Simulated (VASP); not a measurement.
A run of VASP 6.6.1 is set up as follows.

INCAR

```
SYSTEM = Te2Mo
  PREC = Accurate
  ENCUT = 600
  EDIFF = 1E-6
  ISMEAR = 0
  SIGMA = 0.03
  LREAL = .False.
  LASPH = .True.
  NELM = 80
  ALGO = Normal
  ISIF = 3
  LWAVE = .False.
  LCHARG = .False.
  GGA = CA
  IBRION = 2
  NSW = 90
  EDIFFG = -0.01
  KPAR = 4
```

KPOINTS

```
Automatic mesh
0
Gamma
  8 4 2
  0 0 0
```

Contents of POSCAR:

```
Te2Mo
1.0
    3.4770000000      0.0000000000      0.0000000000
    0.0000000000      6.3350000000      0.0000000000
    0.0000000000      0.0000000000     13.8890000000
Mo Te
4 8
Direct
    0.0000000000      0.6052000000      0.5003000000
    0.5000000000      0.3948000000      0.0003000000
    0.0000000000      0.0301000000      0.0147000000
    0.5000000000      0.9699000000      0.5147000000
    0.0000000000      0.8626000000      0.6557000000
    0.5000000000      0.1374000000      0.1557000000
    0.0000000000      0.6405000000      0.1125000000
    0.5000000000      0.3595000000      0.6125000000
    0.0000000000      0.2900000000      0.8593000000
    0.5000000000      0.7100000000      0.3593000000
    0.0000000000      0.2160000000      0.4027000000
    0.5000000000      0.7840000000      0.9027000000
```

Potentials or basis: VASP PAW LDA potentials, release 64 (Mo_sv, Te).

Launch:

```sh
$ cat potpaw_LDA.64/Mo_sv/POTCAR potpaw_LDA.64/Te/POTCAR > POTCAR
$ mpirun -np 4 vasp_std > vasp.out
```

(1) Estimate the band gap on the k mesh.

(2) Predict the space group after relaxing (to 0.05 Å).

(3) Predict the relaxed volume.

Results:

(1) none (metal or under the smearing width).

(2) Pmn2_1 (No. 31).

(3) 24.03 Å³/atom.
